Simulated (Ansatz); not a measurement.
# Pb under changes of volume

One of the cells (30.323 Å³/atom); the others are scaled copies at fixed shape and fractional positions:

```
Pb
1.0
     0.00000    2.47502    2.47502
     2.47502    0.00000    2.47502
     2.47502    2.47502    0.00000
Pb
1
Direct
  0.00000 0.00000 0.00000
```

```yaml
Program: Ansatz 0.2.0
Functional: PBEsol
Dispersion: D3(BJ)
Potentials_or_basis: Ansatz PAW
Cutoff: "420 eV (not typed: the program's choice for these potentials)"
k_mesh: 9 × 9 × 9
Occupations: fermi-dirac, width 0.05 eV
Spin: no spin polarisation
```

```csv
volume (Å³/atom),energy over the lowest point (meV/atom),pressure (GPa)
28.503,0.00,0.0
29.110,2.15,-1.2
29.716,8.41,-2.2
30.323,18.32,-3.0
30.929,31.42,-3.8
31.535,?,?
32.142,65.27,-5.1
```

Q: What does the run at 31.535 Å³/atom give?

A: Energy over the lowest point 47.19 meV/atom; pressure -4.5 GPa.

Worked out: A Birch-Murnaghan fit of order 3 (a polynomial in V^(-2/3)) to the other rows has its minimum at 28.53 Å³/atom with B0 = V·E''(V) = 59 GPa and B' = 5.6. It gives 47.15 meV/atom at 31.535 Å³/atom, against the run's 47.19, and -dE/dV = -4.5 GPa, against -4.5.

Energies are extrapolated to zero smearing.

Caveats: pairwise dispersion overbinds metals, which lowers pressure and volume; the PAW data sets come from PBE, with cores solved anew for the run's functional, which leaves a small shift of forces and pressure.
